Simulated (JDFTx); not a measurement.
# SnO2 (Cassiterite) (P4_2/mnm) in JDFTx: reference runs

Aim: a first look at SnO2 (Cassiterite) with PBE, on the cell as given.

Everything below comes from runs of JDFTx 1.7.0 (patched build). Logs are shortened: lines on timing, memory, paths and dates and some standing lists are left out, and cuts for length are marked. The log counts tension as positive stress, the text compression.

## Step 1: Starting point

The structure is tetragonal, space group P4_2/mnm (No. 136). The conventional cell has a = 4.738 Å, b = 4.738 Å, c = 3.187 Å, α = 90.00°, β = 90.00°, γ = 90.00°. Sn (site symmetry mmm) has 6 O at 2.05 to 2.06 Å as nearest neighbours. Around O (site symmetry m2m) lie 3 Sn at 2.05 to 2.06 Å.

## Step 2: Single point, PBE

Input file SnO2.in:

```
lattice \
    8.9535223785     0.0000000000     0.0000000000 \
    0.0000000000     8.9535223785     0.0000000000 \
    0.0000000000     0.0000000000     6.0216122961
coords-type Lattice
ion Sn     0.5000000000     0.5000000000     0.5000000000 1
ion Sn     0.0000000000     0.0000000000     0.0000000000 1
ion O      0.8071000000     0.1929000000     0.5000000000 1
ion O      0.6929000000     0.6929000000     0.0000000000 1
ion O      0.1929000000     0.8071000000     0.5000000000 1
ion O      0.3071000000     0.3071000000     0.0000000000 1

ion-species pseudo/Sn.upf
ion-species pseudo/O.upf
elec-cutoff 42 336
elec-ex-corr gga-PBE
kpoint-folding 6 6 8
elec-smearing Fermi 0.0018374661
elec-n-bands 34
electronic-SCF nIterations 100 energyDiffThreshold 1e-09
electronic-minimize nIterations 30 energyDiffThreshold 1e-7
converge-empty-states yes
forces-output-coords Cartesian

dump-name run.$VAR
dump End Ecomponents EigStats BandEigs Kpoints Forces Stress
```

Potentials or basis: PseudoDojo-SR-PBE-0.5-standard.

Command:

```console
jdftx -c 1 -i SnO2.in -o SnO2.out
```

The log of the run:

```text
*************** JDFTx 1.7.0 (patched build) ***************

Input parsed successfully to the following command list (including defaults):
[... the input with its defaults ...]

---------- Setting up symmetries ----------

Found 16 point-group symmetries of the bravais lattice
Found 16 space-group symmetries with basis
Applied RMS atom displacement 1.29329e-16 bohrs to make symmetries exact.

---------- Initializing the Grid ----------
R =
[      8.95352            0            0  ]
[            0      8.95352            0  ]
[            0            0      6.02161  ]
unit cell volume = 482.726
G =
[   0.701756          0          0  ]
[          0   0.701756          0  ]
[          0          0    1.04344  ]
Minimum fftbox size, Smin = [  76  76  52  ]
Chosen fftbox size, S = [  80  80  54  ]

---------- Initializing tighter grid for wavefunction operations ----------
R =
[      8.95352            0            0  ]
[            0      8.95352            0  ]
[            0            0      6.02161  ]
unit cell volume = 482.726
G =
[   0.701756          0          0  ]
[          0   0.701756          0  ]
[          0          0    1.04344  ]
Minimum fftbox size, Smin = [  56  56  36  ]
Chosen fftbox size, S = [  56  56  36  ]

---------- Exchange Correlation functional ----------
Initalized PBE GGA exchange.
Initalized PBE GGA correlation.

---------- Setting up pseudopotentials ----------
Width of ionic core gaussian charges (only for fluid interactions / plotting) set to 0

Reading pseudopotential file 'pseudo/Sn.upf':
  'Sn' pseudopotential, 'PBE' functional
  Generated using ONCVPSP code by D. R. Hamann
  14 valence electrons, 3 orbitals, 6 projectors, 1001 radial grid points, with lMax = 2
    4D    l: 2   occupation: 10.0   eigenvalue: -0.949566
    5S    l: 0   occupation:  2.0   eigenvalue: -0.387678
    5P    l: 1   occupation:  2.0   eigenvalue: -0.135764
  Core radius for overlap checks: 2.33 bohrs.

Reading pseudopotential file 'pseudo/O.upf':
  'O' pseudopotential, 'PBE' functional
  Generated using ONCVPSP code by D. R. Hamann
  6 valence electrons, 2 orbitals, 5 projectors, 936 radial grid points, with lMax = 2
    2S    l: 0   occupation:  2.0   eigenvalue: -0.880572
    2P    l: 1   occupation:  4.0   eigenvalue: -0.331869
  Core radius for overlap checks: 1.39 bohrs.

Initialized 2 species with 6 total atoms.

Folded 1 k-points by 6x6x8 to 288 k-points.

---------- Setting up k-points, bands, fillings ----------
Reduced to 50 k-points under symmetry.
Computing the number of bands and number of electrons
Calculating initial fillings.
nElectrons:  52.000000   nBands: 34   nStates: 50

----- Setting up reduced wavefunction bases (one per k-point) -----
average nbasis = 6275.698 , ideal nbasis = 6275.792

---------- Setting up ewald sum ----------
Optimum gaussian width for ewald sums = 2.321588 bohr.
Real space sum over 891 unit cells with max indices [  4  4  5  ]
Reciprocal space sum over 2475 terms with max indices [  7  7  5  ]

---------- Allocating electronic variables ----------
Initializing wave functions:  linear combination of atomic orbitals
Sn pseudo-atom occupations:   s ( 2 )  p ( 2 )  d ( 10 )
O pseudo-atom occupations:   s ( 2 )  p ( 4 )
	FillingsUpdate:  mu: +0.585032286  nElectrons: 52.000000
LCAOMinimize: Iter:   0  F: -198.8495336168746235  |grad|_K:  5.143e-03  alpha:  1.000e+00
	FillingsUpdate:  mu: +0.427605887  nElectrons: 52.000000
LCAOMinimize: Iter:   1  F: -199.2653477141962242  |grad|_K:  2.412e-04  alpha:  4.548e-01  linmin: -2.854e-01  cgtest:  8.742e-01
LCAOMinimize: Encountered beta<0, resetting CG.
[... 5 lines of inner loops ...]
LCAOMinimize: Iter:   4  F: -199.2662429094544052  |grad|_K:  1.095e-06  alpha:  4.857e-01  linmin:  1.172e-04  cgtest:  1.259e-01
	FillingsUpdate:  mu: +0.422261942  nElectrons: 52.000000
LCAOMinimize: Iter:   5  F: -199.2662429419459897  |grad|_K:  9.825e-08  alpha:  8.851e-01  linmin: -8.999e-04  cgtest: -1.039e-02
LCAOMinimize: Converged (|Delta F|<1.000000e-06 for 2 iters).

-------- Electronic minimization -----------
Will mix electronic density at each iteration.
	FillingsUpdate:  mu: +0.422261942  nElectrons: 52.000000
	FillingsUpdate:  mu: +0.411933490  nElectrons: 52.000000
SCF: Cycle:  0   F: -199.476930557465181   dF: -2.107e-01   |Residual|: 3.390e-01   |deigs|: 2.177e-02
	FillingsUpdate:  mu: +0.380957313  nElectrons: 52.000000
SCF: Cycle:  1   F: -199.551430429909800   dF: -7.450e-02   |Residual|: 7.969e-02   |deigs|: 2.700e-02
	FillingsUpdate:  mu: +0.381010908  nElectrons: 52.000000
SCF: Cycle:  2   F: -199.552096057554479   dF: -6.656e-04   |Residual|: 3.297e-02   |deigs|: 1.525e-03
	FillingsUpdate:  mu: +0.382983241  nElectrons: 52.000000
SCF: Cycle:  3   F: -199.552288268602439   dF: -1.922e-04   |Residual|: 6.797e-03   |deigs|: 2.462e-03
	FillingsUpdate:  mu: +0.382781478  nElectrons: 52.000000
SCF: Cycle:  4   F: -199.552305875056391   dF: -1.761e-05   |Residual|: 3.319e-03   |deigs|: 8.185e-04
	FillingsUpdate:  mu: +0.383251909  nElectrons: 52.000000
SCF: Cycle:  5   F: -199.552312343792352   dF: -6.469e-06   |Residual|: 5.525e-04   |deigs|: 3.883e-04
	FillingsUpdate:  mu: +0.383352201  nElectrons: 52.000000
SCF: Cycle:  6   F: -199.552312786101027   dF: -4.423e-07   |Residual|: 2.553e-04   |deigs|: 1.185e-04
	FillingsUpdate:  mu: +0.383343184  nElectrons: 52.000000
SCF: Cycle:  7   F: -199.552312881809172   dF: -9.571e-08   |Residual|: 9.412e-05   |deigs|: 5.701e-05
	FillingsUpdate:  mu: +0.383335263  nElectrons: 52.000000
SCF: Cycle:  8   F: -199.552312908368947   dF: -2.656e-08   |Residual|: 2.039e-05   |deigs|: 5.684e-05
	FillingsUpdate:  mu: +0.383335530  nElectrons: 52.000000
SCF: Cycle:  9   F: -199.552312917156058   dF: -8.787e-09   |Residual|: 9.577e-06   |deigs|: 5.744e-05
	FillingsUpdate:  mu: +0.383336276  nElectrons: 52.000000
SCF: Cycle: 10   F: -199.552312919935417   dF: -2.779e-09   |Residual|: 6.804e-06   |deigs|: 5.228e-05
	FillingsUpdate:  mu: +0.383335314  nElectrons: 52.000000
SCF: Cycle: 11   F: -199.552312921069245   dF: -1.134e-09   |Residual|: 2.421e-06   |deigs|: 5.426e-05
	FillingsUpdate:  mu: +0.383335530  nElectrons: 52.000000
SCF: Cycle: 12   F: -199.552312921489772   dF: -4.205e-10   |Residual|: 1.512e-06   |deigs|: 5.157e-05
	FillingsUpdate:  mu: +0.383335738  nElectrons: 52.000000
SCF: Cycle: 13   F: -199.552312921633700   dF: -1.439e-10   |Residual|: 5.333e-07   |deigs|: 4.430e-05
SCF: Converged (|Delta E|<1.000000e-09 for 2 iters).

Setting wave functions to eigenvectors of Hamiltonian
Converging empty states (this may take a while): |deigs|: 7.927e-04

# Stress tensor in Cartesian coordinates [Eh/a0^3]:
[ -0.000379225            0            0  ]
[            0 -0.000379225            0  ]
[            0            0  -0.00050282  ]

# Ionic positions in lattice coordinates:
ion Sn   0.500000000000000   0.500000000000000   0.500000000000000 1
ion Sn   0.000000000000000   0.000000000000000   0.000000000000000 1
ion O   0.807100000000000   0.192900000000000   0.500000000000000 1
ion O   0.692900000000000   0.692900000000000   0.000000000000000 1
ion O   0.192900000000000   0.807100000000000   0.500000000000000 1
ion O   0.307100000000000   0.307100000000000   0.000000000000000 1

# Forces in Cartesian coordinates:
force Sn   0.000000000000000  -0.000000000000000  -0.000000000000000 1
force Sn  -0.000000000000000  -0.000000000000000  -0.000000000000000 1
force O  -0.003906773119703   0.003906773119703  -0.000000000000000 1
force O   0.003906773119703   0.003906773119703   0.000000000000000 1
force O   0.003906773119703  -0.003906773119703  -0.000000000000000 1
force O  -0.003906773119703  -0.003906773119703   0.000000000000000 1

# Energy components:
   Eewald =     -153.7169676418394033
       EH =       49.4405146151708053
     Eloc =     -142.4431526975070597
      Enl =      -56.1998691279453979
      Exc =      -61.1743172384070988
 Exc_core =       24.2369812958347168
       KE =      140.3044978745288631
-------------------------------------
     Etot =     -199.5523129201645816
       TS =        0.0000000014691127
-------------------------------------
        F =     -199.5523129216336997

IonicMinimize: Iter:   0  F: -199.552312921633700  |grad|_K:  2.605e-03
IonicMinimize: None of the convergence criteria satisfied after 0 iterations.

#--- Lowdin population analysis ---
# oxidation-state Sn +1.732 +1.732
# oxidation-state O -0.811 -0.811 -0.811 -0.811

Dumping 'run.eigStats' ...
	eMin: -0.417865 at state 0 ( [ +0.000000 +0.000000 +0.000000 ] spin 0 )
	HOMO: +0.359634 at state 0 ( [ +0.000000 +0.000000 +0.000000 ] spin 0 )
	mu  : +0.383336
	LUMO: +0.406161 at state 0 ( [ +0.000000 +0.000000 +0.000000 ] spin 0 )
	eMax: +0.829845 at state 45 ( [ +0.500000 +0.500000 +0.000000 ] spin 0 )
	HOMO-LUMO gap: +0.046527
	Optical gap  : +0.046527 at state 0 ( [ +0.000000 +0.000000 +0.000000 ] spin 0 )
Done!
[note: mu as printed may lie anywhere between the filled and the empty levels]
```

Wall time 8.3 min (1 thread of Arm Neoverse V1, shared host); peak memory 0.66 GiB.

Results:

```yaml
Free_energy: -5430.0951 eV
Pressure: 12.4 GPa
Largest_force: 0.284 eV/Å
Band_gap_on_the_k_mesh: 1.27 eV, direct
Loewdin_charges: Sn +1.73; O -0.81 e
```

Forces in eV/Å, atoms in the order of the input:
```
Sn   0.000  0.000  0.000
Sn   0.000  0.000  0.000
O   -0.201  0.201  0.000
O    0.201  0.201  0.000
O    0.201 -0.201  0.000
O   -0.201 -0.201  0.000
```

Caveat: spin-orbit coupling is left out, which moves the levels of the heavy elements. A hybrid or GW would open this gap; PBE tends to underestimate it.
